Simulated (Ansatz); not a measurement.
**Hg: what symmetry allows forces and stress to be**

```xyz
2
Lattice="-2.9494 2.9494 1.2547 3.0975 -3.0975 1.8065 3.1331 3.2812 -1.5306" Properties=species:S:1:pos:R:3 pbc="T T T"
Hg    0.0128    2.9622    0.6274
Hg    0.1161    0.1161    0.0000
```

The calculation used Ansatz, DFT PBE, scalar-relativistic, plane waves, PAW.

Cutoff 420 eV; k points 14×14×14 on the computed 2-atom cell (Γ-centred); Gaussian smearing, width 0.10 eV; no spin polarisation.

This distorted cell has space group C2/c, with 4 operations.

Problem. Without a calculation: in which directions can each atom feel a force?

Solution. A force must be left unchanged by every operation that keeps its atom in place, so it lies in the space that those operations leave fixed. Atoms that the group maps onto each other feel forces of one size.
```json
{"atom": "Hg1", "site symmetry": "2", "operations at the site": "2", "equivalent to atom": "1", "allowed force (Cartesian)": "along (0.71, 0.71, 0.00)"}
{"atom": "Hg2", "site symmetry": "2", "operations at the site": "2", "equivalent to atom": "1", "allowed force (Cartesian)": "along (0.71, 0.71, 0.00)"}
```

That leaves 1 independent force component of 6. A relaxation in this cell that keeps the symmetry moves the atoms in these directions alone.

Problem. And the stress tensor?

Solution. It must be invariant under the point group, which leaves 4 independent components: xx = yy. Further linear relations between components hold in this frame.

Problem. Do the computed values obey this?

Solution. Yes. Forces (eV/Å):
```
Hg1  0.429  0.429  0.000
Hg2 -0.429 -0.429  0.000
```

Stress (GPa, compression positive, xx yy zz yz xz xy): 1.38 1.38 0.82 0.60 -0.60 -0.54. The program imposes the same operations on density, forces and stress, so this confirms the analysis and is no independent test of the calculation.

Spin–orbit coupling is left out, which can shift energies with elements as heavy as these.

This form isn't the element's structure at ambient conditions.